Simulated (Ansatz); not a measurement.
# Tungsten, fcc under RPBE: structure, energy and stiffness

What does RPBE give for tungsten in the fcc structure? We relax it, solve it on a dense k-mesh, then scale the cell to 7 volumes from 88 to 112 % of the relaxed one and try a fit of the equation of state. Spin polarisation is left out. The k-meshes are 14×14×14 for the relaxation; 22×22×22 for the dense run; 15×15×15 for the volumes.

This is W in the fcc structure; at room conditions it is bcc.

Method: DFT RPBE, plane waves (420 eV) with PAW, scalar-relativistic; PAW files made under PBE, frozen cores solved again for the functional, in Ansatz 0.2.0.

## Step 1: The system as given

Symmetry: Fm-3m, No. 225, cubic system. The conventional cell has a = 3.987 Å, b = 3.987 Å, c = 3.987 Å, α = 90.00°, β = 90.00°, γ = 90.00°. W (site symmetry m-3m) has 12 W at 2.82 Å as nearest neighbours.

Structure file:

```
CELL_PARAMETERS angstrom
0.00000 1.99362 1.99362
1.99362 0.00000 1.99362
1.99362 1.99362 0.00000
ATOMIC_POSITIONS crystal
W 0.00000 0.00000 0.00000
```

## Step 2: Relaxing cell and atoms

Contents of input.yaml:

```yaml
crystal:
  lattice:
    - [0.0, 1.9936234741, 1.9936234741]
    - [1.9936234741, 0.0, 1.9936234741]
    - [1.9936234741, 1.9936234741, 0.0]
  atoms:
    - { symbol: W, position: [0.0, 0.0, 0.0] }
hamiltonian:
  xc: rpbe
  pseudopotentials:
    kind: paw
    azcp:
      W: "pseudopotentials/W.paw.azcp"
basis:
  ecutwfc: 420
  fft_grid_basis: typed
kpoints:
  mp_grid: { grid: [14, 14, 14], shift: [0, 0, 0] }
magnetization:
  spin_polarized: false
scf:
  occupations: { method: fermi_dirac, width: 0.1 }
relax:
  max_steps: 60
  f_tol: 0.01
  cell: {}
```

Launch:

```sh
$ ansatz run input.yaml --threads 2 --pin off --max-ram 5120MiB --backend cpu --events-out ev --progress --plain --runs-dir out
```

The program printed:

```text
Warning: RAYON_NUM_THREADS=2 ignored (pool sized by the plan → 2); use --threads N
Engine: ansatz 0.2.0, aarch64-unknown-linux-gnu
Pseudopotentials: kind: paw
Pseudopotential: W, paw, valence charge 14, recommended cutoff 420 eV (normal), <dir>
Functional definition: RPBE
  parameter kappa = 0.804
  parameter beta = 0.06672455060314922
  exchange = rpbe_x(kappa = kappa, mu = beta*pi^2/3)
  correlation = pbe_c(beta = beta)
Crystal: 1 atoms, lattice volume = 15.847 Å³
Basis set: ecut = 420 eV, 331 PW (Γ), exchange–correlation on 40×40×40 points (8 copies of the dense FFT grid, shifted against one another)
Bands: 11, of which v1, the nominal top of the filled ones, is band 7 counted from 1 (6 counted from 0)
Symmetry: 48 space group operations
Space group: Fm-3m (ITA 225), of the structure as read, at distance tolerance 2.5e-5 Å
k-points: 104 of 2744
Non-local potential: W, projectors of the file, l = 0: 3, l = 1: 2, l = 2: 2, l = 3: 1
PAW form: soft (Blöchl's): semilocal exchange-correlation on the pseudo side does not see the compensation charge
PAW frozen core: W, regenerated for the run's functional, and the local potential with it (the file was generated under x = pbe(κ = 0.804, μ = 0.2195149727645171), c = pbe(β = 0.06672455060314922))
PAW one-centre angular grid: W, 590 points (default); XC on 64 Gauss nodes
Initial density: superposition of atomic densities (neutral atoms: chi_scale 0, normalization atom), corrected by the library's trained network
Initial wavefunctions: pseudopotential atomic-orbital guess
Functional: x = rpbe, c = pbe(β = 0.06672455060314922)
SCF iter   1: F=—  HF=-10397.060062 eV  |F-HF|=—  |Δ(HF+E_count)|=         —  Δρ=2.95e-3  dr2=1.29e-3  ethr=1.77e-3  ⟨swp⟩=5.0  Hψ=6150  notcnv=0
preconditioner: auto → none  [metal: Δε(μ)=0.011 eV  Ē_g=8.839 eV  σ=0.100 eV  W_gap=0.03  n_scr=0 (ndim 8)  ℏωp=22.8 eV  f_vac=0.000  D(μ)=1.17/eV (n_scr^D=14)]
SCF iter   2: F=—  HF=-10397.059329 eV  |F-HF|=—  |Δ(HF+E_count)|=   7.33e-4  Δρ=7.81e-4  dr2=4.70e-5  ethr=9.18e-6  ⟨swp⟩=2.3  Hψ=2365  notcnv=0
SCF iter   3: F=—  HF=-10397.059339 eV  |F-HF|=—  |Δ(HF+E_count)|=   1.00e-5  Δρ=2.56e-4  dr2=2.46e-6  ethr=3.36e-7  ⟨swp⟩=2.5  Hψ=1756  notcnv=0
iter 4 did not close the SCF: its close was put off for the readings that it lacked (scf_convergence_deferred on its scf_iter line)
SCF iter   4: F=-10397.059343 eV  HF=-10397.059343 eV  |F-HF|=5.33e-8  |Δ(HF+E_count)|=   4.05e-6  Δρ=2.56e-5  dr2=6.52e-8  ethr=1.75e-8  ⟨swp⟩=2.0  Hψ=1475  notcnv=0
iter 5 did not close the SCF: its close was put off for the readings that it lacked (scf_convergence_deferred on its scf_iter line)
SCF iter   5: F=-10397.059343 eV  HF=-10397.059343 eV  |F-HF|=2.12e-9  |Δ(HF+E_count)|=   2.71e-8  Δρ=6.98e-6  dr2=3.29e-9  ethr=4.66e-10  ⟨swp⟩=2.1  Hψ=1706  notcnv=0
SCF iter   6: F=-10397.059343 eV  HF=-10397.059343 eV  |F-HF|=3.64e-12  |Δ(HF+E_count)|=   1.26e-9  Δρ=4.40e-7  dr2=8.59e-12  ethr=2.35e-11  ⟨swp⟩=1.2  Hψ=3378  notcnv=0
SCF 1 converged in 6 iterations: F = -10397.059343 eV  dr2 = 8.59e-12
relax step   1: F+E_penalty+E_count = -10397.05934296 eV  Δ(F+E_penalty+E_count) = +0.000e0 eV  max|allowed force component| = 0.000e0 eV/Å  Δτ_max = 0.0000 Å  P = +15.400 GPa  Ω = 15.847 Å³  (6 SCF iters, dr2 threshold 1.00e-7 eV, accepted)
Crystal: 1 atoms, lattice volume = 18.280 Å³
Basis set: ecut = 420 eV, 339 PW (Γ), exchange–correlation on 40×40×40 points (8 copies of the dense FFT grid, shifted against one another)
Initial density: handed on by an earlier stage of this run
Initial wavefunctions: those handed on with the density
iter 1 solved again at ethr=1.57e-5 eV; its pass at ethr=3.10e-3 eV (dr2=2.20e-3 eV) is discarded
SCF iter   1: F=—  HF=-10396.983021 eV  |F-HF|=—  |Δ(HF+E_count)|=         —  Δρ=4.74e-3  dr2=2.12e-3  ethr=1.57e-5  ⟨swp⟩=1.3  Hψ=8621  notcnv=0
preconditioner: auto → none  [metal: Δε(μ)=0.036 eV  Ē_g=7.593 eV  σ=0.100 eV  W_gap=0.09  n_scr=8 (ndim 8)  ℏωp=21.3 eV  f_vac=0.000  D(μ)=1.40/eV (n_scr^D=14)]
SCF iter   2: F=—  HF=-10396.983252 eV  |F-HF|=—  |Δ(HF+E_count)|=   2.32e-4  Δρ=2.21e-3  dr2=3.67e-4  ethr=1.52e-5  ⟨swp⟩=2.4  Hψ=1826  notcnv=0
SCF iter   3: F=—  HF=-10396.983457 eV  |F-HF|=—  |Δ(HF+E_count)|=   2.05e-4  Δρ=4.55e-4  dr2=1.53e-5  ethr=2.62e-6  ⟨swp⟩=1.5  Hψ=1429  notcnv=0
SCF iter   4: F=—  HF=-10396.983468 eV  |F-HF|=—  |Δ(HF+E_count)|=   1.08e-5  Δρ=5.22e-5  dr2=1.80e-7  ethr=1.09e-7  ⟨swp⟩=2.7  Hψ=1882  notcnv=0
SCF iter   5: F=-10396.983468 eV  HF=-10396.983468 eV  |F-HF|=6.86e-10  |Δ(HF+E_count)|=   1.01e-7  Δρ=2.76e-6  dr2=1.35e-9  ethr=7.14e-10  ⟨swp⟩=4.0  Hψ=3387  notcnv=0
SCF 2 converged in 5 iterations: F = -10396.983468 eV  dr2 = 1.35e-9
relax step   2: F+E_penalty+E_count = -10396.98346781 eV  Δ(F+E_penalty+E_count) = +7.588e-2 eV  max|allowed force component| = 0.000e0 eV/Å  Δτ_max = 0.0000 Å  P = -20.782 GPa  Ω = 18.280 Å³  energy of the carried Pulay correction = -1.160e-3 eV  (5 SCF iters, dr2 threshold 1.00e-7 eV, rejected (line search))
Crystal: 1 atoms, lattice volume = 16.799 Å³
iter 1 solved again at ethr=3.97e-6 eV; its pass at ethr=3.10e-3 eV (dr2=5.56e-4 eV) is discarded
SCF iter   1: F=—  HF=-10397.095956 eV  |F-HF|=—  |Δ(HF+E_count)|=         —  Δρ=2.73e-3  dr2=5.66e-4  ethr=3.97e-6  ⟨swp⟩=1.6  Hψ=8702  notcnv=0
preconditioner: auto → none  [metal: Δε(μ)=0.025 eV  Ē_g=8.321 eV  σ=0.100 eV  W_gap=0.06  n_scr=0 (ndim 8)  ℏωp=22.2 eV  f_vac=0.000  D(μ)=1.27/eV (n_scr^D=14)]
SCF iter   2: F=—  HF=-10397.096046 eV  |F-HF|=—  |Δ(HF+E_count)|=   9.03e-5  Δρ=1.31e-3  dr2=1.13e-4  ethr=3.97e-6  ⟨swp⟩=1.9  Hψ=1726  notcnv=0
SCF iter   3: F=—  HF=-10397.096104 eV  |F-HF|=—  |Δ(HF+E_count)|=   5.81e-5  Δρ=1.98e-4  dr2=2.91e-6  ethr=8.10e-7  ⟨swp⟩=1.5  Hψ=1472  notcnv=0
SCF iter   4: F=—  HF=-10397.096106 eV  |F-HF|=—  |Δ(HF+E_count)|=   1.25e-6  Δρ=2.79e-5  dr2=4.05e-8  ethr=2.08e-8  ⟨swp⟩=2.8  Hψ=1927  notcnv=0
SCF iter   5: F=—  HF=-10397.096105 eV  |F-HF|=—  |Δ(HF+E_count)|=   2.96e-7  Δρ=1.23e-6  dr2=1.97e-10  ethr=2.89e-10  ⟨swp⟩=1.9  Hψ=1464  notcnv=0
SCF iter   6: F=-10397.096105 eV  HF=-10397.096105 eV  |F-HF|=3.64e-12  |Δ(HF+E_count)|=  1.64e-11  Δρ=1.69e-7  dr2=1.69e-12  ethr=1.00e-12  ⟨swp⟩=6.0  Hψ=4760  notcnv=0
SCF 3 converged in 6 iterations: F = -10397.096105 eV  dr2 = 1.69e-12
relax step   3: F+E_penalty+E_count = -10397.09610524 eV  Δ(F+E_penalty+E_count) = -3.676e-2 eV  max|allowed force component| = 0.000e0 eV/Å  Δτ_max = 0.0000 Å  P = -2.016 GPa  Ω = 16.799 Å³  energy of the carried Pulay correction = -4.744e-4 eV  (6 SCF iters, accepted)
Crystal: 1 atoms, lattice volume = 16.683 Å³
iter 1 solved again at ethr=7.86e-8 eV; its pass at ethr=3.10e-3 eV (dr2=1.10e-5 eV) is discarded
SCF iter   1: F=—  HF=-10397.096951 eV  |F-HF|=—  |Δ(HF+E_count)|=         —  Δρ=2.37e-4  dr2=4.75e-6  ethr=7.86e-8  ⟨swp⟩=2.2  Hψ=7559  notcnv=0
preconditioner: auto → none  [metal: Δε(μ)=0.025 eV  Ē_g=8.385 eV  σ=0.100 eV  W_gap=0.06  n_scr=0 (ndim 8)  ℏωp=22.3 eV  f_vac=0.000  D(μ)=1.26/eV (n_scr^D=14)]
SCF iter   2: F=—  HF=-10397.096950 eV  |F-HF|=—  |Δ(HF+E_count)|=   7.04e-7  Δρ=1.09e-4  dr2=7.52e-7  ethr=3.39e-8  ⟨swp⟩=2.6  Hψ=1894  notcnv=0
SCF iter   3: F=-10397.096951 eV  HF=-10397.096951 eV  |F-HF|=1.37e-8  |Δ(HF+E_count)|=   4.42e-7  Δρ=2.14e-5  dr2=2.55e-8  ethr=7.14e-10  ⟨swp⟩=3.0  Hψ=4223  notcnv=0
SCF 4 converged in 3 iterations: F = -10397.096951 eV  dr2 = 2.55e-8
relax step   4: F+E_penalty+E_count = -10397.09695054 eV  Δ(F+E_penalty+E_count) = -8.453e-4 eV  max|allowed force component| = 0.000e0 eV/Å  Δτ_max = 0.0000 Å  P = -0.155 GPa  Ω = 16.683 Å³  energy of the carried Pulay correction = -4.181e-4 eV  (3 SCF iters, dr2 threshold 1.00e-7 eV, accepted)
Crystal: 1 atoms, lattice volume = 16.673 Å³
iter 1 solved again at ethr=1.27e-9 eV; its pass at ethr=3.10e-3 eV (dr2=1.78e-7 eV) is discarded
SCF iter   1: F=—  HF=-10397.096961 eV  |F-HF|=—  |Δ(HF+E_count)|=         —  Δρ=4.07e-5  dr2=1.13e-7  ethr=1.27e-9  ⟨swp⟩=2.0  Hψ=7421  notcnv=0
preconditioner: auto → none  [metal: Δε(μ)=0.025 eV  Ē_g=8.390 eV  σ=0.100 eV  W_gap=0.06  n_scr=0 (ndim 8)  ℏωp=22.3 eV  f_vac=0.000  D(μ)=1.26/eV (n_scr^D=14)]
SCF iter   2: F=-10397.096960 eV  HF=-10397.096960 eV  |F-HF|=1.68e-8  |Δ(HF+E_count)|=   1.02e-6  Δρ=1.93e-5  dr2=1.96e-8  ethr=4.30e-10  ⟨swp⟩=2.2  Hψ=4198  notcnv=0
SCF 5 converged in 2 iterations: F = -10397.096960 eV  dr2 = 1.96e-8
relax step   5: F+E_penalty+E_count = -10397.09695980 eV  Δ(F+E_penalty+E_count) = -9.260e-6 eV  max|allowed force component| = 0.000e0 eV/Å  Δτ_max = 0.0000 Å  P = +0.002 GPa  Ω = 16.673 Å³  energy of the carried Pulay correction = -4.134e-4 eV  (2 SCF iters, dr2 threshold 6.02e-8 eV, accepted)
Initial wavefunctions: pseudopotential atomic-orbital guess (no wavefunctions were taken with the density)
iter 1 solved again at ethr=3.53e-8 eV; its pass at ethr=3.10e-3 eV (dr2=4.94e-6 eV) is discarded
SCF iter   1: F=—  HF=-10397.097336 eV  |F-HF|=—  |Δ(HF+E_count)|=         —  Δρ=3.18e-4  dr2=8.71e-7  ethr=3.53e-8  ⟨swp⟩=2.9  Hψ=9331  notcnv=0
SCF iter   2: F=—  HF=-10397.097355 eV  |F-HF|=—  |Δ(HF+E_count)|=   1.83e-5  Δρ=1.58e-4  dr2=2.02e-7  ethr=6.22e-9  ⟨swp⟩=1.0  Hψ=1151  notcnv=0
SCF iter   3: F=—  HF=-10397.097361 eV  |F-HF|=—  |Δ(HF+E_count)|=   6.06e-6  Δρ=6.20e-6  dr2=1.79e-9  ethr=1.44e-9  ⟨swp⟩=2.0  Hψ=1854  notcnv=0
SCF iter   4: F=—  HF=-10397.097361 eV  |F-HF|=—  |Δ(HF+E_count)|=   6.06e-9  Δρ=1.25e-6  dr2=1.36e-10  ethr=1.28e-11  ⟨swp⟩=2.0  Hψ=1716  notcnv=0
SCF iter   5: F=-10397.097361 eV  HF=-10397.097361 eV  |F-HF|=0.00e0  |Δ(HF+E_count)|=  7.28e-12  Δρ=9.40e-8  dr2=3.89e-13  ethr=1.00e-12  ⟨swp⟩=4.0  Hψ=5226  notcnv=0
SCF 6 converged in 5 iterations: F = -10397.097361 eV  dr2 = 3.89e-13
relax step   6: F+E_penalty+E_count = -10397.09736059 eV  Δ(F+E_penalty+E_count) = -4.008e-4 eV  max|allowed force component| = 0.000e0 eV/Å  Δτ_max = 0.0000 Å  P = -0.004 GPa  Ω = 16.673 Å³  stress off target by 3.87e-3 GPa  SCF on the basis re-selected at this cell (its energy is not comparable with the rows above)  (5 SCF iters)
basis re-selected at this cell: Δ(F+E_penalty+E_count) = -4.008e-4 eV, ΔP = -0.006 GPa vs the last step (what re-selecting the basis moved, of the pressure what is left beyond the Pulay correction that the steps carried, after the strain that the cell walked since its last selection, with what the two solves' SCF thresholds leave and, on support functions, any second-order correction that the steps lacked; it is no measure of the basis error at this ecutwfc). This SCF's stress stands 3.87e-3 GPa from its target on what of the cell is left free (relax.cell.stress_tol is 5.00e-2 GPa) and its largest allowed force component is 0.00e0 eV/Å (relax.f_tol is 1.00e-2 eV/Å): within both
SCF converged after 5 iterations
Free energy (F): -10397.097361 eV
Harris-Foulkes:  -10397.097361 eV  (|F-HF|=0.00e0)
Internal energy: -10397.056596 eV  (E = F + TS)
E sigma→0 (E₀):  -10397.076979 eV
Entropy (-TS):   -0.040764 eV (-40.764 meV/atom)
Fermi energy:    20.996303 eV
--- Per-component energies (eV) ---
  E_band       = -96.252645
  E_kinetic    = 448.479203
  E_local      = -634.257349  (includes V_loc(G=0)·N_el)
  E_nonlocal   = -0.171180
  E_hartree    = 225.708835
  E_xc         = -266.576271
  E_vxc        = -237.744170  (∫ρ·V_xc dr)
  E_paw        = -8574.796419  (= ΣΔE_a)
  E_vpaw       = -123.976753  (= ΣTr[D̂ρ^β])
  E_aug_tail   = -0.000057  (compensation charges beyond the density's cutoff)
  E_ewald      = -1595.425785
  E_core_change = -0.017574  (= ΣΔE_core)
  E_smearing   = -0.040764  (= −TS)
  E_closure    = -0.000000  (closes the sum)
  Σ components = -10397.097361   (vs F -10397.097361, Δ=0.00e0)
--- Forces (eV/Å), atoms counted from 1 ---
  atom   1  W      0.00000000     0.00000000    -0.00000000
  max |Σ_I F_I| component: 9.04e-32 eV/Å
--- Stress (GPa, compression-positive) ---
       -0.003869      -0.000000      -0.000000
       -0.000000      -0.003869      -0.000000
       -0.000000      -0.000000      -0.003869
  P = ⅓ Tr σ = -0.0039 GPa (-0.039 kbar)
--- Relaxed structure (5 steps of the walk, 4 accepted, 1 SCFs on fresh bases) ---
  F+E_penalty+E_count = -10397.09736059 eV   max|allowed force component| = 0.000e0 eV/Å   (the final SCF, on the basis selected at the relaxed cell)
  cell:  # Å, volume = 16.6733 Å³
    - [-1.019074118619092e-34, 2.0276712735399847, 2.0276712735399847]
    - [2.0276712735399847, -3.6941450118093293e-34, 2.0276712735399847]
    - [2.0276712735399847, 2.0276712735399847, -3.1846075205597437e-34]
  atoms:
    - { symbol: W, position: [0.0, 0.0, 0.0] }
```

Run time: 3.5 s. Hardware: 2 threads of Arm Neoverse V1, shared host; peak memory 0.28 GiB.

Step by step:

```
step  energy change (meV/atom)  largest force (eV/Å)  pressure (GPa)  volume (Å³/atom)  accepted
   1                      0.00                0.0000           15.40            15.847       yes
   2                     75.88                0.0000          -20.78            18.280        no
   3                    -36.76                0.0000           -2.02            16.799       yes
   4                    -37.61                0.0000           -0.16            16.683       yes
   5                    -37.62                0.0000            0.00            16.673       yes
   6                    -38.02                0.0000            0.00            16.673       yes
```

Steps that repeat a cell are solved on a basis chosen anew, so their changes of energy are no gain of the relaxation.

Changes in the cell that was computed:

|  | before | after | change |
| --- | --- | --- | --- |
| a (Å) | 2.819 | 2.868 | +1.7 % |
| b (Å) | 2.819 | 2.868 | +1.7 % |
| c (Å) | 2.819 | 2.868 | +1.7 % |
| volume (Å³/atom) | 15.847 | 16.673 | +5.2 % |
| shortest distance (Å) | 2.819 | 2.868 | +1.7 % |
| space group (spins left aside) | Fm-3m | Fm-3m | same |

## Step 3: The energy on a finer k-mesh

Contents of input.yaml:

```yaml
crystal:
  lattice:
    - [0.0, 2.0276712735, 2.0276712735]
    - [2.0276712735, 0.0, 2.0276712735]
    - [2.0276712735, 2.0276712735, 0.0]
  atoms:
    - { symbol: W, position: [0.0, 0.0, 0.0] }
hamiltonian:
  xc: rpbe
  pseudopotentials:
    kind: paw
    azcp:
      W: "pseudopotentials/W.paw.azcp"
basis:
  ecutwfc: 420
  fft_grid_basis: typed
kpoints:
  mp_grid: { grid: [22, 22, 22], shift: [0, 0, 0] }
magnetization:
  spin_polarized: false
scf:
  occupations: { method: fermi_dirac, width: 0.1 }
```

Launch:

```sh
$ ansatz run input.yaml --threads 2 --pin off --max-ram 5120MiB --backend cpu --events-out ev --progress --plain --runs-dir out
```

The program printed, cut to the lines that bear on the results:

```text
Warning: RAYON_NUM_THREADS=2 ignored (pool sized by the plan → 2); use --threads N
[...]
Pseudopotentials: kind: paw
Pseudopotential: W, paw, valence charge 14, recommended cutoff 420 eV (normal), <dir>
Functional definition: RPBE
[...]
Crystal: 1 atoms, lattice volume = 16.673 Å³
Basis set: ecut = 420 eV, 331 PW (Γ)
Bands: 11, of which v1, the nominal top of the filled ones, is band 7 counted from 1 (6 counted from 0)
Symmetry: 48 space group operations
Space group: Fm-3m (ITA 225), of the structure as read, at distance tolerance 2.6e-5 Å
k-points: 328 of 10648
[...]
SCF iter   1: F=—  HF=-10397.097184 eV  |F-HF|=—  |Δ(HF+E_count)|=         —  Δρ=2.51e-3  dr2=8.70e-4  ethr=1.77e-3  ⟨swp⟩=5.0  Hψ=19266  notcnv=0
[...]
SCF iter   6: F=-10397.096688 eV  HF=-10397.096688 eV  |F-HF|=1.82e-12  |Δ(HF+E_count)|=  2.00e-10  Δρ=2.91e-7  dr2=4.16e-12  ethr=5.51e-12  ⟨swp⟩=1.0  Hψ=10783  notcnv=0
[...]
SCF converged after 6 iterations
Free energy (F): -10397.096688 eV
[...]
E sigma→0 (E₀):  -10397.076321 eV
Entropy (-TS):   -0.040734 eV (-40.734 meV/atom)
Fermi energy:    21.011730 eV
[...]
```

It took 1.7 s on 2 threads of Arm Neoverse V1, shared host; peak memory 0.31 GiB.

## Step 4: Volume × 0.88

Contents of input.yaml:

```yaml
crystal:
  lattice:
    - [0.0, 1.9430848807, 1.9430848807]
    - [1.9430848807, 0.0, 1.9430848807]
    - [1.9430848807, 1.9430848807, 0.0]
  atoms:
    - { symbol: W, position: [0.0, 0.0, 0.0] }
hamiltonian:
  xc: rpbe
  pseudopotentials:
    kind: paw
    azcp:
      W: "pseudopotentials/W.paw.azcp"
basis:
  ecutwfc: 420
  fft_grid_basis: typed
kpoints:
  mp_grid: { grid: [15, 15, 15], shift: [0, 0, 0] }
magnetization:
  spin_polarized: false
scf:
  occupations: { method: fermi_dirac, width: 0.1 }
  lower_state_search: "off"
output:
  stress: true
```

Launch:

```sh
$ ansatz run input.yaml --threads 2 --pin off --max-ram 5120MiB --backend cpu --events-out ev --progress --plain --runs-dir out
```

The program printed, cut to the lines that bear on the results:

```text
Warning: RAYON_NUM_THREADS=2 ignored (pool sized by the plan → 2); use --threads N
[...]
Pseudopotentials: kind: paw
Pseudopotential: W, paw, valence charge 14, recommended cutoff 420 eV (normal), <dir>
Functional definition: RPBE
[...]
Crystal: 1 atoms, lattice volume = 14.673 Å³
Basis set: ecut = 420 eV, 283 PW (Γ)
Bands: 11, of which v1, the nominal top of the filled ones, is band 7 counted from 1 (6 counted from 0)
Symmetry: 48 space group operations
Space group: Fm-3m (ITA 225), of the structure as read, at distance tolerance 2.4e-5 Å
k-points: 120 of 3375
[...]
SCF iter   1: F=—  HF=-10396.850115 eV  |F-HF|=—  |Δ(HF+E_count)|=         —  Δρ=3.95e-3  dr2=2.26e-3  ethr=1.77e-3  ⟨swp⟩=5.0  Hψ=7096  notcnv=0
[...]
SCF iter   6: F=-10396.848931 eV  HF=-10396.848931 eV  |F-HF|=0.00e0  |Δ(HF+E_count)|=   1.06e-9  Δρ=3.24e-7  dr2=3.77e-12  ethr=4.32e-12  ⟨swp⟩=1.2  Hψ=3775  notcnv=0
[...]
SCF converged after 6 iterations
Free energy (F): -10396.848931 eV
[...]
E sigma→0 (E₀):  -10396.833260 eV
Entropy (-TS):   -0.031344 eV (-31.344 meV/atom)
Fermi energy:    24.256977 eV
[...]
--- Stress (GPa, compression-positive) ---
       44.692996      -0.000000      -0.000000
       -0.000000      44.692996      -0.000000
       -0.000000      -0.000000      44.692996
  P = ⅓ Tr σ = 44.6930 GPa (446.930 kbar)
```

It took 0.86 s on 2 threads of Arm Neoverse V1, shared host; peak memory 0.27 GiB.

## Step 5: Volume × 0.92

input.yaml: that of step 4 with these lines changed.

```diff
@@ -2,5 +2,5 @@
   lattice:
-    - [0.0, 1.9430848807, 1.9430848807]
-    - [1.9430848807, 0.0, 1.9430848807]
-    - [1.9430848807, 1.9430848807, 0.0]
+    - [0.0, 1.9720904239, 1.9720904239]
+    - [1.9720904239, 0.0, 1.9720904239]
+    - [1.9720904239, 1.9720904239, 0.0]
   atoms:
```

Launch:

```sh
$ ansatz run input.yaml --threads 2 --pin off --max-ram 5120MiB --backend cpu --events-out ev --progress --plain --runs-dir out
```

The program printed, cut to the lines that bear on the results:

```text
Warning: RAYON_NUM_THREADS=2 ignored (pool sized by the plan → 2); use --threads N
[...]
Pseudopotentials: kind: paw
Pseudopotential: W, paw, valence charge 14, recommended cutoff 420 eV (normal), <dir>
Functional definition: RPBE
[...]
Crystal: 1 atoms, lattice volume = 15.339 Å³
Basis set: ecut = 420 eV, 307 PW (Γ)
Bands: 11, of which v1, the nominal top of the filled ones, is band 7 counted from 1 (6 counted from 0)
Symmetry: 48 space group operations
Space group: Fm-3m (ITA 225), of the structure as read, at distance tolerance 2.5e-5 Å
k-points: 120 of 3375
[...]
SCF iter   1: F=—  HF=-10396.997039 eV  |F-HF|=—  |Δ(HF+E_count)|=         —  Δρ=3.53e-3  dr2=1.85e-3  ethr=1.77e-3  ⟨swp⟩=5.0  Hψ=7061  notcnv=0
[...]
SCF iter   6: F=-10396.996015 eV  HF=-10396.996015 eV  |F-HF|=5.46e-12  |Δ(HF+E_count)|=  7.64e-10  Δρ=2.67e-7  dr2=7.44e-12  ethr=2.54e-11  ⟨swp⟩=1.2  Hψ=3889  notcnv=0
[...]
SCF converged after 6 iterations
Free energy (F): -10396.996015 eV
[...]
E sigma→0 (E₀):  -10396.978789 eV
Entropy (-TS):   -0.034452 eV (-34.452 meV/atom)
Fermi energy:    23.087540 eV
[...]
--- Stress (GPa, compression-positive) ---
       26.601603       0.000000       0.000000
        0.000000      26.601603      -0.000000
        0.000000      -0.000000      26.601603
  P = ⅓ Tr σ = 26.6016 GPa (266.016 kbar)
```

Wall time 0.88 s (2 threads of Arm Neoverse V1, shared host); peak memory 0.27 GiB.

[end of part 1 of 2]
